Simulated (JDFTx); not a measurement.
**KF (Carobbiite) under changes of volume**

One of the cells (19.074 Å³/atom); the others are scaled copies at fixed shape and fractional positions:

```
CELL_PARAMETERS angstrom
0.00000 2.67185 2.67185
2.67185 0.00000 2.67185
2.67185 2.67185 0.00000
ATOMIC_POSITIONS crystal
K 0.00000 0.00000 0.00000
F 0.50000 0.50000 0.50000
```

* Program: JDFTx 1.7.0 (patched build)
* Functional: LDA
* Potentials or basis: PseudoDojo-SR-LDA-0.4.1-standard with smoothed tails
* Cutoff: 1143 eV
* Density cutoff: 9143 eV
* k mesh: 9 × 9 × 9
* Occupations: fermi-dirac, width 0.05 eV
* Spin: no spin polarisation

```tsv
volume (Å³/atom)	energy over the lowest point (meV/atom)	pressure (GPa)	gap on the mesh (eV)
17.929	0.00	-1.7	6.15
18.311	4.97	-2.4	6.03
18.692	11.48	-3.0	5.92
19.074	19.35	-3.6	5.82
19.455	28.40	-4.0	5.72
19.837	38.48	-4.4	5.63
20.218	?	?	?
```

What does the run at 20.218 Å³/atom give?

Energy over the lowest point 49.45 meV/atom; pressure -4.8 GPa; gap on the mesh 5.54 eV.

Worked out: A Birch-Murnaghan fit of order 3 (a polynomial in V^(-2/3)) to the other rows has no minimum within the range. It gives 49.43 meV/atom at 20.218 Å³/atom, against the run's 49.45, and -dE/dV = -4.8 GPa, against -4.8. A straight line through the other rows of the gap, of slope -5.13 eV per unit of ln V (its deformation potential), extrapolates to 5.52 eV, against the run's 5.54.

Energies are extrapolated to zero smearing.

Caveats: an odd mesh through Γ misses points on the zone boundary, where band edges often lie.
